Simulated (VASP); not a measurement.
Crystal: Re.

```
CELL_PARAMETERS angstrom
0.00000 1.94430 1.94430
1.94430 0.00000 1.94430
1.94430 1.94430 0.00000
ATOMIC_POSITIONS crystal
Re 0.00000 0.00000 0.00000
```

This isn't the form of Re at room conditions, which is hcp.

* Program: VASP 6.6.1
* Task: relaxation of cell and atoms
* Functional: LDA
* Potentials or basis: VASP PAW LDA potentials, release 64 (Re)
* Cutoff: 600 eV
* k mesh: 18 × 18 × 18
* Occupations: gaussian, width 0.1 eV
* Spin: no spin polarisation

At the start: pressure -7.0 GPa; volume 14.70 Å³/atom.

Question: How do energy, volume and symmetry change on relaxing?

Answer: Over 4 steps the energy falls by 5.8 meV/atom and the volume is 14.44 Å³/atom (-1.8 %); space group Fm-3m (No. 225, to 0.05 Å).

The path:
```tsv
step	energy change (eV)	largest force (eV/Å)	pressure (GPa)	volume (Å³)
1	0.0000	0.0000	-7.03	14.70
2	0.1106	0.0000	37.35	13.37
3	-0.0058	0.0000	-0.26	14.45
4	-0.0058	0.0000	-0.03	14.44
```

Final structure:
```
Re
1.0
     0.00000    1.93279    1.93279
     1.93279    0.00000    1.93279
     1.93279    1.93279    0.00000
Re
1
Direct
  0.00000 0.00000 0.00000
```
